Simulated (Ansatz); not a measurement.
Wanted: the native input for an Ansatz 0.2.0 run.

```yaml
Task: band structure
Functional: PBEsol
Potentials_or_basis: all-electron LAPW, scalar-relativistic
Cutoff: 392 eV (chosen from the basis error)
Basis_error_allowed: 0.001 eV/atom
k_mesh: 9 × 9 × 9
Occupations: fermi-dirac, width 0.05 eV
Spin: no spin polarisation
```

The system is HfN.

```
Hf N
1.0
     0.00000    2.45482    2.45482
     2.45482    0.00000    2.45482
     2.45482    2.45482    0.00000
Hf N
1 1
Direct
  0.00000 0.00000 0.00000
  0.25000 0.25000 0.25000
```

The cell comes from a database or a generator and needn't be the stable form of this composition.

The input as run:

input.yaml

```yaml
crystal:
  lattice:
    - [0.0, 2.454822, 2.454822]
    - [2.454822, 0.0, 2.454822]
    - [2.454822, 2.454822, 0.0]
  atoms:
    - { symbol: Hf, position: [0.0, 0.0, 0.0] }
    - { symbol: "N", position: [0.25, 0.25, 0.25] }
kpoints:
  mp_grid: { grid: [9, 9, 9] }
  band_path:
    path:
      - [0.0, 0.0, 0.0]
      - [0.5, 0.0, 0.5]
      - [0.5, 0.25, 0.75]
      - [0.375, 0.375, 0.75]
      - [0.0, 0.0, 0.0]
      - [0.5, 0.5, 0.5]
      - [0.625, 0.25, 0.625]
      - [0.5, 0.25, 0.75]
    npoints: 8
scf:
  occupations: { method: fermi_dirac, width: 0.05 }
hamiltonian:
  xc: pbesol
  pseudopotentials: { kind: all_electron, lapw: { basis_error: 0.001 } }
output:
  forces: true
  stress: true
  eigenvalues: true
```

Potentials or basis: all-electron LAPW, scalar-relativistic.

Run with:

```console
$ ansatz run input.yaml --threads 1 --pin off --max-ram 3072MiB --backend cpu --events-out ev --progress --plain --runs-dir out
```

Results of the run:

The pressure is -5.0 GPa and the band gap along the path is none (metal or under the smearing width).

Caveat: spin-orbit coupling is left out, which moves the levels of the heavy elements.

Run time: 25 s on 1 thread of AMD EPYC 7R43 64-Core Processor (Zen 3), with other jobs on the host, peak memory 0.36 GiB.
